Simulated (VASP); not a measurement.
# InAs (F-43m) in VASP: single point with PBEsol

Aim: the single point of InAs with PBEsol.

Everything below comes from runs of VASP 6.6.1. Logs are shortened: lines on timing, memory, paths and dates and some standing lists are left out, and cuts for length are marked.

**What was measured.**

From a printed reference work, data compilation, for a bulk crystal of InAs at 4.2 K: band gap 0.418 eV (direct).

The runs below are set against these values where they give the same quantity.

## 1. The cell of the first run

The structure is cubic, space group F-43m (No. 216). Conventional cell: a = 6.048 Å, b = 6.048 Å, c = 6.048 Å, α = 90.00°, β = 90.00°, γ = 90.00°. Within 3.5 Å of In (site symmetry -43m) lie 4 As at 2.62 Å. As (site symmetry -43m) has 4 In at 2.62 Å within 3.5 Å.

## 2. Single point, PBEsol

INCAR reads:

```
PREC = Accurate ; ENCUT = 520
EDIFF = 1E-7 ; ISMEAR = 0
SIGMA = 0.05 ; LREAL = False
LASPH = True ; NELM = 100
ALGO = Normal ; ISIF = 2
LWAVE = False ; LCHARG = False
GGA = PS ; NBANDS = 16
```

KPOINTS reads:

```
Automatic mesh
0
Gamma
  10 10 10
```

POSCAR reads:

```
InAs
1.0
    0.0000000000      3.0240000793      3.0240000793
    3.0240000793      0.0000000000      3.0240000793
    3.0240000793      3.0240000793      0.0000000000
In As
1 1
Direct
    0.0000000000      0.0000000000      0.0000000000
    0.7500000000      0.7500000000      0.7500000000
```

Potentials or basis: VASP PAW PBE potentials, release 64 (In_d, As).

Started as:

```
cat potpaw_PBE.64/In_d/POTCAR potpaw_PBE.64/As/POTCAR > POTCAR
mpirun -np 1 vasp_std > vasp.out
```

OUTCAR:

```text
PREC = Accurate
   ENCUT = 520
   EDIFF = 1E-7
   ISMEAR = 0
   LREAL = False
   LASPH = True
   NELM = 100
   ISIF = 2
   GGA = PS

 ion  position               nearest neighbor table
   1  0.000  0.000  0.000-   2 2.62   2 2.62   2 2.62   2 2.62
   2  0.750  0.750  0.750-   1 2.62   1 2.62   1 2.62   1 2.62

  LATTYP: Found a face centered cubic cell.
 ALAT       =     6.0480001586

  Lattice vectors:

 A1 = (   0.0000000000,   3.0240000793,   3.0240000793)
 A2 = (   3.0240000793,   0.0000000000,   3.0240000793)
 A3 = (   3.0240000793,   3.0240000793,   0.0000000000)

Analysis of symmetry for initial positions (statically):
=====================================================================
 Subroutine PRICEL returns:
 Original cell was already a primitive cell.

 Routine SETGRP: Setting up the symmetry group for a
 face centered cubic supercell.

 Subroutine GETGRP returns: Found 24 space group operations
 (whereof 24 operations were pure point group operations)
 out of a pool of 48 trial point group operations.

The static configuration has the point symmetry T_d .

Analysis of symmetry for dynamics (positions and initial velocities):
=====================================================================
 Subroutine PRICEL returns:
 Original cell was already a primitive cell.

 Routine SETGRP: Setting up the symmetry group for a
 face centered cubic supercell.

 Subroutine GETGRP returns: Found 24 space group operations
 (whereof 24 operations were pure point group operations)
 out of a pool of 48 trial point group operations.

The dynamic configuration has the point symmetry T_d .

 Subroutine INISYM returns: Found 24 space group operations
 (whereof 24 operations are pure point group operations),
 and found     1 'primitive' translations

----------------------------------------------------------------------------------------

                                     Primitive cell

  volume of cell :      55.3064

  direct lattice vectors                    reciprocal lattice vectors
     0.000000000  3.024000079  3.024000079    -0.165343911  0.165343911  0.165343911
     3.024000079  0.000000000  3.024000079     0.165343911 -0.165343911  0.165343911
     3.024000079  3.024000079  0.000000000     0.165343911  0.165343911 -0.165343911

  length of vectors
     4.276581925  4.276581925  4.276581925     0.286384055  0.286384055  0.286384055

  position of ions in fractional coordinates (direct lattice)
     0.000000000  0.000000000  0.000000000
     0.750000000  0.750000000  0.750000000

  ion indices of the primitive-cell ions
   primitive index   ion index
                 1           1
                 2           2

----------------------------------------------------------------------------------------

 KPOINTS: Automatic mesh

Automatic generation of k-mesh.
 Grid dimensions read from file:
 generate k-points for:   10   10   10

 Generating k-lattice:

  Cartesian coordinates                     Fractional coordinates (reciprocal lattice)
    -0.016534391  0.016534391  0.016534391     0.100000000  0.000000000  0.000000000
     0.016534391 -0.016534391  0.016534391     0.000000000  0.100000000  0.000000000
     0.016534391  0.016534391 -0.016534391     0.000000000  0.000000000  0.100000000

  Length of vectors
     0.028638405  0.028638405  0.028638405

  Shift w.r.t. Gamma in fractional coordinates (k-lattice)
     0.000000000  0.000000000  0.000000000

 Subroutine IBZKPT returns following result:
 ===========================================

 Found     47 irreducible k-points:

 Following reciprocal coordinates:
            Coordinates               Weight
  0.000000  0.000000  0.000000      1.000000
  0.100000  0.000000  0.000000      8.000000
  0.200000  0.000000  0.000000      8.000000
  0.300000  0.000000  0.000000      8.000000
  0.400000  0.000000  0.000000      8.000000
  0.500000  0.000000  0.000000      4.000000
[... 16 lines left out ...]
  0.300000  0.300000  0.000000      6.000000
  0.400000  0.300000  0.000000     24.000000
 [... further k-points ...]
   k-points           NKPTS =     47   k-points in BZ     NKDIM =     47   number of bands    NBANDS=     16
   number of dos      NEDOS =    301   number of ions     NIONS =      2
   total plane-waves  NPLWV =  32768
   dimension x,y,z NGX =    32 NGY =   32 NGZ =   32
   dimension x,y,z NGXF=    64 NGYF=   64 NGZF=   64
   ions per type =               1   1
   NGX,Y,Z   is equivalent  to a cutoff of  12.44, 12.44, 12.44 a.u.
   NGXF,Y,Z  is equivalent  to a cutoff of  24.88, 24.88, 24.88 a.u.
 SYSTEM =  unknown system
   PREC   = accura    normal or accurate (medium, high low for compatibility)
   ISTART =      0    job   : 0-new  1-cont  2-samecut
   ICHARG =      2    charge: 1-file 2-atom 10-const
   ISPIN  =      1    spin polarized calculation?
   LNONCOLLINEAR =      F non collinear calculations
   LSORBIT =      F    spin-orbit coupling
   LASPH  =      T    aspherical Exc in radial PAW
   ENCUT  =  520.0 eV  38.22 Ry    6.18 a.u.   7.95  7.95  7.95*2*pi/ulx,y,z
   NELM   =    100;   NELMIN=  2; NELMDL= -5     # of ELM steps
   EDIFF  = 0.1E-06   stopping-criterion for ELM
   LREAL  =      F    real-space projection
   EDIFFG = 0.1E-05   stopping-criterion for IOM
   NSW    =      0    number of steps for IOM
   IBRION =     -1    ionic relax: 0-MD 1-quasi-New 2-CG
   NFREE  =      0    steps in history (QN), initial steepest desc. (CG)
   ISIF   =      2    stress and relaxation
   ISYM   =      2    0-nonsym 1-usesym 2-fastsym
   POTIM  = 0.5000    time-step for ionic-motion
   TEBEG  =    0.0;   TEEND  =   0.0 temperature during run
   PSTRESS=    0.0 pullay stress
   NELECT =      18.0000    total number of electrons
   NUPDOWN=      -1.0000    fix difference up-down
   EMIN   =  10.00;   EMAX   =-10.00  energy-range for DOS
   EFERMI =   0.00;   METHOD = LEGACY
   ISMEAR =     0;   SIGMA  =   0.05  broadening in eV -4-tet -1-fermi 0-gaus
   EFERMI_NEDOS =   21; number of points for ismear=-14 and -15
   IALGO  =     38    algorithm
   IMIX   =      4    mixing-type and parameters
     AMIX     =   0.40;   BMIX     =  1.00
     AMIX_MAG =   1.60;   BMIX_MAG =  1.00
  volume/ion in A,a.u.               =      27.65       186.61
  Fermi-wavevector in a.u.,A,eV,Ry     =   1.126092  2.128005 17.253319  1.268083
  Thomas-Fermi vector in A             =   2.262772
   LORBIT       =      0    0 simple, 1 ext, 2 COOP (PROOUT), +10 PAW based schemes
   GGA     = PS    functional components
   LHFCALC =     F    Hartree Fock is set to
   AEXX    =    0.0000 exact exchange contribution
   IVDW    =     0    specifies the selected vdW correction
   LEPSILON=     F    determine dielectric tensor
   LRPA    =     F    only Hartree local field effects (RPA)
 non-spin polarized calculation
 Gauss-broadening in eV      SIGMA  =   0.05
  energy-cutoff  :      520.00
  volume of cell :       55.31
 maximum number of plane-waves:      1524
   NGX = 15   NGY = 15   NGZ = 15

 number of electron      17.9999990 magnetization

 Free energy of the ion-electron system (eV)
  ---------------------------------------------------
  ext. energy  EPLUGINS =         0.00000000
  ---------------------------------------------------
  free energy    TOTEN  =        -8.48528212 eV

  energy without entropy =       -8.48520490  energy(sigma->0) =       -8.48524351

 E-fermi :   4.3832     XC(G=0):  -9.2820

 val. band max:        4.3680055345   @ k =   0.0000   0.0000   0.0000
 cond. band min:       5.2410080937   @ k =   0.5000   0.0000   0.0000
 fundamental gap:      0.8730025592
 Fermi energy:         4.3832446131

 k-point     1 :       0.0000    0.0000    0.0000
  band No.  band energies     occupation
      1      -9.9635      2.00000
      2      -9.9635      2.00000
      3      -9.9635      2.00000
      4      -9.8357      2.00000
      5      -9.8357      2.00000
      6      -7.5192      2.00000
[... 8 lines left out ...]
     15      14.0328      0.00000
     16      14.0328      0.00000

 k-point     2 :       0.1000    0.0000    0.0000
  band No.  band energies     occupation
      1      -9.9773      2.00000
      2      -9.9596      2.00000
      3      -9.9596      2.00000
      4      -9.8359      2.00000
      5      -9.8359      2.00000
      6      -7.4141      2.00000
[... 8 lines left out ...]
     15      13.2876      0.00000
     16      13.2876      0.00000

 k-point     3 :       0.2000    0.0000    0.0000
  band No.  band energies     occupation
      1     -10.0115      2.00000
      2      -9.9501      2.00000
      3      -9.9501      2.00000
      4      -9.8355      2.00000
      5      -9.8355      2.00000
      6      -7.1160      2.00000
[... 8 lines left out ...]
     15      12.8244      0.00000
     16      12.8244      0.00000

 k-point     4 :       0.3000    0.0000    0.0000
  band No.  band energies     occupation
      1     -10.0507      2.00000
      2      -9.9400      2.00000
      3      -9.9400      2.00000
      4      -9.8331      2.00000
      5      -9.8331      2.00000
      6      -6.6816      2.00000
[... 8 lines left out ...]
     15      13.1174      0.00000
     16      13.1174      0.00000
[... 324 lines left out ...]
 k-point    22 :      -0.2000    0.2000    0.0000
  band No.  band energies     occupation
      1     -10.0628      2.00000
      2      -9.9341      2.00000
      3      -9.9314      2.00000
      4      -9.8401      2.00000
      5      -9.8310      2.00000
      6      -6.5343      2.00000
[... 8 lines left out ...]
     15      14.0926      0.00000
     16      14.8643      0.00000

 k-point    23 :       0.3000    0.3000    0.0000
  band No.  band energies     occupation
      1     -10.0952      2.00000
      2      -9.9102      2.00000
      3      -9.9102      2.00000
      4      -9.8602      2.00000
      5      -9.8206      2.00000
      6      -6.4028      2.00000
[... 8 lines left out ...]
     15      14.9585      0.00000
     16      16.1332      0.00000

 k-point    24 :       0.4000    0.3000    0.0000
  band No.  band energies     occupation
      1     -10.1161      2.00000
      2      -9.9028      2.00000
      3      -9.9002      2.00000
      4      -9.8630      2.00000
      5      -9.8183      2.00000
      6      -6.0495      2.00000
[... 8 lines left out ...]
     15      15.4293      0.00000
     16      16.3300      0.00000

 [... further k-points ...]
[... 5 lines left out ...]
  --------------------------------------------------------------------------------------
  -------------------------------------------------------------------------------------
  Total        0.4224443      0.4224443      0.4224443      0.0000000      0.0000000      0.0000000
  in kB       12.2378370     12.2378370     12.2378370      0.0000000      0.0000000      0.0000000
  external PRESSURE =      12.2378370 kB  Pullay stress =       0.0000000 kB

 VOLUME and BASIS-vectors are now :
 -----------------------------------------------------------------------------
  energy-cutoff  :      520.00
  volume of cell :       55.31
      direct lattice vectors                 reciprocal lattice vectors
     0.000000000  3.024000079  3.024000079    -0.165343911  0.165343911  0.165343911
     3.024000079  0.000000000  3.024000079     0.165343911 -0.165343911  0.165343911
     3.024000079  3.024000079  0.000000000     0.165343911  0.165343911 -0.165343911

 POSITION                                       TOTAL-FORCE (eV/Angst)
 -----------------------------------------------------------------------------------
      0.00000      0.00000      0.00000         0.000000      0.000000      0.000000
      4.53600      4.53600      4.53600        -0.000000     -0.000000     -0.000000
 -----------------------------------------------------------------------------------
    total drift:                                0.000000      0.000000      0.000000

  FREE ENERGIE OF THE ION-ELECTRON SYSTEM (eV)
  ---------------------------------------------------
  free  energy   TOTEN  =        -8.4852821250 eV

  energy  without entropy=       -8.4852049028  energy(sigma->0) =       -8.48524351
```

Run time: 20 s. Hardware: 1 thread of Intel Xeon 6975P-C (Granite Rapids), shared host; peak memory 0.19 GiB.

Results:

- Free energy: -8.4853 eV
- Pressure: 1.2 GPa
- Band gap on the k mesh: zero (filled and empty bands touch)

Levels at points of the mesh, in eV from the Fermi level:
| k point | band 7 | band 8 | band 9 | band 10 | band 11 | band 12 |
| --- | --- | --- | --- | --- | --- | --- |
| (0.00, 0.00, 0.00) | -0.30 | -0.02 | -0.02 | -0.02 | 3.84 | 3.84 |
| (0.50, 0.00, 0.00) | -5.83 | -1.01 | -1.01 | 0.86 | 4.61 | 4.61 |
| (0.50, 0.50, 0.00) | -5.90 | -2.36 | -2.36 | 1.43 | 1.96 | 9.06 |

Caveat: the PAW data sets were made with another functional, which shifts forces and pressure a little; spin-orbit coupling is left out, which moves the levels of the heavy elements.

## 3. Comparison with measurements

Step 2. Against the measured gap of InAs, 0.418 eV (direct; 4.2 K; a printed reference work, data compilation), the calculated 0.00 eV is off by -0.42 eV. Spin-orbit coupling on As, In is left out. The value is that of PBEsol on a finite k mesh, which can miss the band edges, without temperature or zero-point motion. Semilocal functionals fall short of measured gaps as a rule.
